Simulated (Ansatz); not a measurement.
Se:

```
CELL_PARAMETERS angstrom
4.36620 0.00000 0.00000
-2.18310 3.78124 0.00000
0.00000 0.00000 4.95360
ATOMIC_POSITIONS crystal
Se 0.77460 0.77460 0.00000
Se 0.00000 0.22540 0.66667
Se 0.22540 0.00000 0.33333
```

| Property | Result |
| --- | --- |
| Program | Ansatz 0.2.0 |
| Task | relaxation of cell and atoms |
| Functional | revPBE |
| Dispersion | D3(BJ) |
| Potentials or basis | Ansatz PAW |
| Cutoff | 420 eV (not typed: the program's choice for these potentials) |
| k mesh | 7 × 7 × 6 |
| Occupations | fermi-dirac, width 0.05 eV |
| Spin | no spin polarisation |

At the start: volume 27.26 Å³/atom.

How do energy, volume and symmetry change on relaxing?

It ends after 7 steps and the volume is 23.36 Å³/atom (-14.3 %); space group P3_121 (No. 152, to 0.05 Å).

The path:
```tsv
step	energy change (eV)	largest force (eV/Å)	volume (Å³)
1	0.0000	0.4320	81.78
2	-0.0890	0.2615	73.24
3	-0.1338	0.1267	70.38
4	-0.1361	0.0122	68.61
5	-0.1390	0.0025	70.19
6	-0.1391	0.0000	70.09
7	-0.1386	0.0001	70.09
```

Final structure:
```
Se
1.0
     3.96595    0.00000    0.00000
    -1.98297    3.43461    0.00000
     0.00000    0.00000    5.14541
Se
3
Cartesian
  1.4780 2.5600 0.0000
  -0.5049 0.8746 3.4303
  1.0099 0.0000 1.7151
```

Caveat: the plane-wave basis is chosen anew once the cell has moved, so the energies of steps on either side of that aren't comparable; the volume moved by -14 % from the deposited cell, more than functionals usually miss; the PAW data sets come from PBE, with cores solved anew for the run's functional, which leaves a small shift of forces and pressure.
